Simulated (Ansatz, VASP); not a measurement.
TiTe2 in VASP and in Ansatz

```xyz
3
Lattice="3.7770 0.0000 0.0000 -1.8885 3.2710 0.0000 0.0000 0.0000 6.4980" Properties=species:S:1:pos:R:3 pbc="T T T"
Te    0.0320    2.1613    4.8209
Te    1.8824    1.1056    1.7366
Ti   -0.0044   -0.0006    0.0156
```

Change from the starting cell: atoms moved at random, drawn with an rms of 0.05 Å.

Alike in both runs: task single point; functional PBE; k mesh 8 × 8 × 4; occupations fermi-dirac, width 0.05 eV; no spin polarisation.

|  | VASP | Ansatz |
| --- | --- | --- |
| version | VASP 6.6.1 | Ansatz 0.2.0 |
| potentials or method | VASP PAW PBE potentials, release 64 (Te, Ti_sv), cutoff 520 eV | all-electron LAPW, scalar-relativistic |

```csv
,VASP,Ansatz,Ansatz less VASP
gap on the k mesh at the Fermi level (eV),none,none,-
pressure (GPa),1.0,1.0,+0.01
largest component of the traceless stress (GPa),0.50,0.50,-0.001
rms of the force components (eV/Å),0.095,0.094,-0.0008
```

Atom by atom the forces differ by 0.005 eV/Å (rms over components). A gap of «none» marks a metal or a gap that the smearing closes. Ansatz ran all-electron here, so the differences hold the error of VASP's frozen core and of both bases.

Spin-orbit coupling is left out, which matters for the levels of Te.
